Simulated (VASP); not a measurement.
# Mg (Pm-3m) in VASP: reference runs

Aim: a first look at Mg with PBE, on the cell as given.

Everything below comes from runs of VASP 6.6.1. Logs are shortened: lines on timing, memory, paths and dates and some standing lists are left out, and cuts for length are marked.

## 1. The crystal as given

The structure is cubic, space group Pm-3m (No. 221). The conventional cell has a = 4.390 Å, b = 4.390 Å, c = 4.390 Å, α = 90.00°, β = 90.00°, γ = 90.00°. Mg (site symmetry 4/mmm) has 8 Mg at 3.10 Å as nearest neighbours.

The cell was built by a generator and needn't be a form met in nature.

## 2. Single point, PBE

INCAR

```
SYSTEM = Mg
ALGO     = Normal         ! electronic algorithm
EDIFF    = 1E-7           ! SCF threshold, eV
ENCUT    = 520            ! plane-wave cutoff, eV
GGA      = PE             ! functional
ISIF     = 2              ! what is computed and relaxed
ISMEAR   = -1             ! smearing method
LASPH    = .True.         ! aspherical terms in the spheres
LCHARG   = .False.        ! write CHGCAR
LREAL    = .False.        ! projectors in reciprocal space
LWAVE    = .False.        ! write WAVECAR
NBANDS   = 10             ! bands
NELM     = 80             ! most SCF steps
PREC     = Accurate       ! precision mode
SIGMA    = 0.05           ! smearing width, eV
```

KPOINTS

```
k-points
0
Gamma
  6 6 6
  0 0 0
```

POSCAR

```
Mg
1.0
    4.3904300000      0.0000000000      0.0000000000
    0.0000000000      4.3904300000      0.0000000000
    0.0000000000      0.0000000000      4.3904300000
Mg
3
Direct
    0.0000000000      0.5000000000      0.5000000000
    0.5000000000      0.0000000000      0.5000000000
    0.5000000000      0.5000000000      0.0000000000
```

Potentials or basis: VASP PAW PBE potentials, release 64 (Mg).

The run is started by

```
> cat potpaw_PBE.64/Mg/POTCAR > POTCAR
> mpirun -np 1 vasp_std > vasp.out
```

OUTCAR:

```text
SYSTEM = Mg
   EDIFF = 1E-7
   ENCUT = 520
   GGA = PE
   ISIF = 2
   ISMEAR = -1
   LASPH = .True.
   LREAL = .False.
   NELM = 80
   PREC = Accurate

 ion  position               nearest neighbor table
   1  0.000  0.500  0.500-   2 3.10   3 3.10   3 3.10   2 3.10   2 3.10   3 3.10   3 3.10   2 3.10

   2  0.500  0.000  0.500-   1 3.10   3 3.10   3 3.10   1 3.10   3 3.10   3 3.10   1 3.10   1 3.10

   3  0.500  0.500  0.000-   1 3.10   2 3.10   1 3.10   2 3.10   2 3.10   2 3.10   1 3.10   1 3.10

  LATTYP: Found a simple cubic cell.
 ALAT       =     4.3904300000

  Lattice vectors:

 A1 = (   4.3904300000,   0.0000000000,   0.0000000000)
 A2 = (   0.0000000000,   4.3904300000,   0.0000000000)
 A3 = (   0.0000000000,   0.0000000000,   4.3904300000)

Analysis of symmetry for initial positions (statically):
=====================================================================
 Subroutine PRICEL returns:
 Original cell was already a primitive cell.

 Routine SETGRP: Setting up the symmetry group for a
 simple cubic supercell.

 Subroutine GETGRP returns: Found 48 space group operations
 (whereof 48 operations were pure point group operations)
 out of a pool of 48 trial point group operations.

The static configuration has the point symmetry O_h .

Analysis of symmetry for dynamics (positions and initial velocities):
=====================================================================
 Subroutine PRICEL returns:
 Original cell was already a primitive cell.

 Routine SETGRP: Setting up the symmetry group for a
 simple cubic supercell.

 Subroutine GETGRP returns: Found 48 space group operations
 (whereof 48 operations were pure point group operations)
 out of a pool of 48 trial point group operations.

The dynamic configuration has the point symmetry O_h .

 Subroutine INISYM returns: Found 48 space group operations
 (whereof 48 operations are pure point group operations),
 and found     1 'primitive' translations

----------------------------------------------------------------------------------------

                                     Primitive cell

  volume of cell :      84.6294

  direct lattice vectors                    reciprocal lattice vectors
     4.390430000  0.000000000  0.000000000     0.227768123  0.000000000  0.000000000
     0.000000000  4.390430000  0.000000000     0.000000000  0.227768123  0.000000000
     0.000000000  0.000000000  4.390430000     0.000000000  0.000000000  0.227768123

  length of vectors
     4.390430000  4.390430000  4.390430000     0.227768123  0.227768123  0.227768123

  position of ions in fractional coordinates (direct lattice)
     0.000000000  0.500000000  0.500000000
     0.500000000  0.000000000  0.500000000
     0.500000000  0.500000000  0.000000000

  ion indices of the primitive-cell ions
   primitive index   ion index
                 1           1
                 2           2
                 3           3

----------------------------------------------------------------------------------------

 KPOINTS: k-points

Automatic generation of k-mesh.
 Grid dimensions read from file:
 generate k-points for:    6    6    6

 Generating k-lattice:

  Cartesian coordinates                     Fractional coordinates (reciprocal lattice)
     0.037961354  0.000000000  0.000000000     0.166666667  0.000000000  0.000000000
     0.000000000  0.037961354  0.000000000     0.000000000  0.166666667  0.000000000
     0.000000000  0.000000000  0.037961354     0.000000000  0.000000000  0.166666667

  Length of vectors
     0.037961354  0.037961354  0.037961354

  Shift w.r.t. Gamma in fractional coordinates (k-lattice)
     0.000000000  0.000000000  0.000000000

 Subroutine IBZKPT returns following result:
 ===========================================

 Found     20 irreducible k-points:

 Following reciprocal coordinates:
            Coordinates               Weight
  0.000000  0.000000  0.000000      1.000000
  0.166667  0.000000  0.000000      6.000000
  0.333333  0.000000  0.000000      6.000000
  0.500000  0.000000  0.000000      3.000000
  0.166667  0.166667  0.000000     12.000000
  0.333333  0.166667  0.000000     24.000000
[... 12 lines left out ...]
  0.500000  0.500000  0.333333      6.000000
  0.500000  0.500000  0.500000      1.000000
   k-points           NKPTS =     20   k-points in BZ     NKDIM =     20   number of bands    NBANDS=     10
   number of dos      NEDOS =    301   number of ions     NIONS =      3
   total plane-waves  NPLWV =  46656
   dimension x,y,z NGX =    36 NGY =   36 NGZ =   36
   dimension x,y,z NGXF=    72 NGYF=   72 NGZF=   72
   ions per type =               3
   NGX,Y,Z   is equivalent  to a cutoff of  13.63, 13.63, 13.63 a.u.
   NGXF,Y,Z  is equivalent  to a cutoff of  27.26, 27.26, 27.26 a.u.
 SYSTEM =  Mg
   PREC   = accura    normal or accurate (medium, high low for compatibility)
   ISTART =      0    job   : 0-new  1-cont  2-samecut
   ICHARG =      2    charge: 1-file 2-atom 10-const
   ISPIN  =      1    spin polarized calculation?
   LNONCOLLINEAR =      F non collinear calculations
   LSORBIT =      F    spin-orbit coupling
   LASPH  =      T    aspherical Exc in radial PAW
   ENCUT  =  520.0 eV  38.22 Ry    6.18 a.u.   8.16  8.16  8.16*2*pi/ulx,y,z
   NELM   =     80;   NELMIN=  2; NELMDL= -5     # of ELM steps
   EDIFF  = 0.1E-06   stopping-criterion for ELM
   LREAL  =      F    real-space projection
   EDIFFG = 0.1E-05   stopping-criterion for IOM
   NSW    =      0    number of steps for IOM
   IBRION =     -1    ionic relax: 0-MD 1-quasi-New 2-CG
   NFREE  =      0    steps in history (QN), initial steepest desc. (CG)
   ISIF   =      2    stress and relaxation
   ISYM   =      2    0-nonsym 1-usesym 2-fastsym
   POTIM  = 0.5000    time-step for ionic-motion
   TEBEG  =    0.0;   TEEND  =   0.0 temperature during run
   PSTRESS=    0.0 pullay stress
   NELECT =       6.0000    total number of electrons
   NUPDOWN=      -1.0000    fix difference up-down
   EMIN   =  10.00;   EMAX   =-10.00  energy-range for DOS
   EFERMI =   0.00;   METHOD = LEGACY
   ISMEAR =    -1;   SIGMA  =   0.05  broadening in eV -4-tet -1-fermi 0-gaus
   EFERMI_NEDOS =   21; number of points for ismear=-14 and -15
   IALGO  =     38    algorithm
   IMIX   =      4    mixing-type and parameters
     AMIX     =   0.40;   BMIX     =  1.00
     AMIX_MAG =   1.60;   BMIX_MAG =  1.00
  volume/ion in A,a.u.               =      28.21       190.37
  Fermi-wavevector in a.u.,A,eV,Ry     =   0.677566  1.280414  6.246374  0.459096
  Thomas-Fermi vector in A             =   1.755212
   LORBIT       =      0    0 simple, 1 ext, 2 COOP (PROOUT), +10 PAW based schemes
   GGA     = PE    functional components
   LHFCALC =     F    Hartree Fock is set to
   AEXX    =    0.0000 exact exchange contribution
   IVDW    =     0    specifies the selected vdW correction
   LEPSILON=     F    determine dielectric tensor
   LRPA    =     F    only Hartree local field effects (RPA)
 non-spin polarized calculation
  energy-cutoff  :      520.00
  volume of cell :       84.63
 maximum number of plane-waves:      2301
 NGX is ok and might be reduce to    36
   NGX = 17   NGY = 17   NGZ = 17

 number of electron       6.0000000 magnetization

 Free energy of the ion-electron system (eV)
  ---------------------------------------------------
  ext. energy  EPLUGINS =         0.00000000
  ---------------------------------------------------
  free energy    TOTEN  =        -3.55992698 eV

  energy without entropy =       -3.53919470  energy(sigma->0) =       -3.54956084

 E-fermi :   1.5020     XC(G=0):  -7.7737

 val. band max:        1.4593988657   @ k =   0.3333   0.1667   0.0000
 cond. band min:       1.5082563789   @ k =   0.5000   0.3333   0.1667
 fundamental gap:      0.0488575132
 Fermi energy:         1.5019598105

 k-point     1 :       0.0000    0.0000    0.0000
  band No.  band energies     occupation
      1      -4.6579      2.00000
      2       2.4289      0.00000
      3       2.4289      0.00000
      4       2.4289      0.00000
      5       3.4811      0.00000
      6       3.4811      0.00000
      7       3.8826      0.00000
      8       9.0809      0.00000
      9       9.0809      0.00000
     10       9.0809      0.00000

 k-point     2 :       0.1667    0.0000    0.0000
  band No.  band energies     occupation
      1      -4.4499      2.00000
      2       0.7037      2.00000
      3       2.6102      0.00000
      4       2.6102      0.00000
      5       3.6902      0.00000
      6       3.9027      0.00000
      7       5.7071      0.00000
      8       7.4233      0.00000
      9       7.4233      0.00000
     10       8.5476      0.00000

 k-point     3 :       0.3333    0.0000    0.0000
  band No.  band energies     occupation
      1      -3.8471      2.00000
      2      -1.0956      2.00000
      3       3.1279      0.00000
      4       3.1279      0.00000
      5       4.2934      0.00000
      6       4.3389      0.00000
      7       5.7759      0.00000
      8       5.7759      0.00000
      9       6.9543      0.00000
     10       7.9573      0.00000

 k-point     4 :       0.5000    0.0000    0.0000
  band No.  band energies     occupation
      1      -3.1931      2.00000
      2      -2.1545      2.00000
      3       3.6385      0.00000
      4       3.6385      0.00000
      5       4.6482      0.00000
      6       4.8816      0.00000
      7       4.8816      0.00000
      8       4.9454      0.00000
      9       5.9430      0.00000
     10       7.4129      0.00000
[... 170 lines left out ...]
 k-point    18 :       0.5000    0.3333    0.3333
  band No.  band energies     occupation
      1      -1.5729      2.00000
      2      -0.6076      2.00000
      3       0.9446      1.99997
      4       1.2385      1.98976
      5       1.7468      0.01482
      6       2.4033      0.00000
      7       3.6348      0.00000
      8       5.2196      0.00000
      9      10.5462      0.00000
     10      11.0207      0.00000

 k-point    19 :       0.5000    0.5000    0.3333
  band No.  band energies     occupation
      1      -0.9049      2.00000
      2       0.0185      2.00000
      3       0.0185      2.00000
      4       0.9960      1.99992
      5       1.8091      0.00429
      6       2.5432      0.00000
      7       2.5432      0.00000
      8       4.4032      0.00000
      9      11.5214      0.00000
     10      11.8601      0.00000

 k-point    20 :       0.5000    0.5000    0.5000
  band No.  band energies     occupation
      1      -0.3040      2.00000
      2       0.8196      2.00000
      3       0.8196      2.00000
      4       0.8196      2.00000
      5       1.3500      1.90855
      6       1.3500      1.90855
      7       1.3500      1.90855
      8       3.6378      0.00000
      9      13.6985      0.00000
     10      13.6985      0.00000

------------------------ aborting loop because EDIFF is reached ----------------------------------------

  FORCE on cell =-STRESS in cart. coord.  units (eV):
  Direction    XX          YY          ZZ          XY          YZ          ZX
  --------------------------------------------------------------------------------------
  -------------------------------------------------------------------------------------
  Total        0.0229777      0.0229777      0.0229777     -0.0000000     -0.0000000      0.0000000
  in kB        0.4350069      0.4350069      0.4350069     -0.0000000     -0.0000000      0.0000000
  external PRESSURE =       0.4350069 kB  Pullay stress =       0.0000000 kB

 VOLUME and BASIS-vectors are now :
 -----------------------------------------------------------------------------
  energy-cutoff  :      520.00
  volume of cell :       84.63
      direct lattice vectors                 reciprocal lattice vectors
     4.390430000  0.000000000  0.000000000     0.227768123  0.000000000  0.000000000
     0.000000000  4.390430000  0.000000000     0.000000000  0.227768123  0.000000000
     0.000000000  0.000000000  4.390430000     0.000000000  0.000000000  0.227768123

 POSITION                                       TOTAL-FORCE (eV/Angst)
 -----------------------------------------------------------------------------------
      0.00000      2.19522      2.19522         0.000000      0.000000      0.000000
      2.19522      0.00000      2.19522         0.000000      0.000000      0.000000
      2.19522      2.19522      0.00000         0.000000      0.000000      0.000000
 -----------------------------------------------------------------------------------
    total drift:                                0.000000      0.000000      0.000000

  FREE ENERGIE OF THE ION-ELECTRON SYSTEM (eV)
  ---------------------------------------------------
  free  energy   TOTEN  =        -3.5599269751 eV

  energy  without entropy=       -3.5391946991  energy(sigma->0) =       -3.54956084
```

It took 14 s on 1 thread of Intel Xeon Platinum 8488C (Sapphire Rapids), shared host; peak memory 0.2 GiB.

What came out:

```
Free energy            : -3.5599 eV
Pressure               : 0.0 GPa
Band gap on the k mesh : none (metal or under the smearing width)
```
